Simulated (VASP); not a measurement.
**BN (Qingsongite): relaxation of cell and atoms with LDA**

BN (Qingsongite):

```xyz
2
Lattice="0.0000 1.7914 1.7914 1.7914 0.0000 1.7914 1.7914 1.7914 0.0000" Properties=species:S:1:pos:R:3 pbc="T T T"
B     0.0000    0.0000    0.0000
N     0.8957    0.8957    0.8957
```

```json
{
  "Program": "VASP 6.6.1",
  "Task": "relaxation of cell and atoms",
  "Functional": "LDA",
  "Potentials or basis": "VASP PAW LDA potentials, release 64 (B, N)",
  "Cutoff": "600 eV",
  "k mesh": "14 × 14 × 14",
  "Occupations": "gaussian, width 0.03 eV",
  "Spin": "no spin polarisation",
  "Further INCAR settings": "ALGO = Normal; EDIFF = 1e-07; IBRION = 2; EDIFFG = -0.005; NSW = 90; ISIF = 3"
}
```

| Quantity | Value |
| --- | --- |
| Pressure after relaxing | 0.0 GPa |
| Band gap on the k mesh | 4.38 eV, indirect (least direct gap 8.81 eV) |

Final structure:
```
CELL_PARAMETERS angstrom
0.00000 1.79137 1.79137
1.79137 0.00000 1.79137
1.79137 1.79137 0.00000
ATOMIC_POSITIONS crystal
B 0.00000 0.00000 0.00000
N 0.25000 0.25000 0.25000
```

Levels at points of the mesh, in eV from the valence-band top:
```csv
k point,band 1,band 2,band 3,band 4,band 5,band 6,band 7,band 8
"(0.00, 0.00, 0.00)",-20.38,0.00,0.00,0.00,8.81,8.81,8.81,10.88
"(0.50, 0.00, 0.00)",-15.97,-10.96,-2.00,-2.00,10.56,10.71,10.71,15.29
"(0.50, 0.50, 0.00)",-14.55,-9.06,-5.06,-5.06,4.38,9.30,18.11,18.11
```

Run time: 7.8 s on 1 thread of Intel(R) Xeon(R) Platinum 8488C (Sapphire Rapids), on a shared host, peak memory 0.12 GiB.

Caveat: the relaxation stopped at its first step, so nothing moved. A k mesh can miss the band edges.
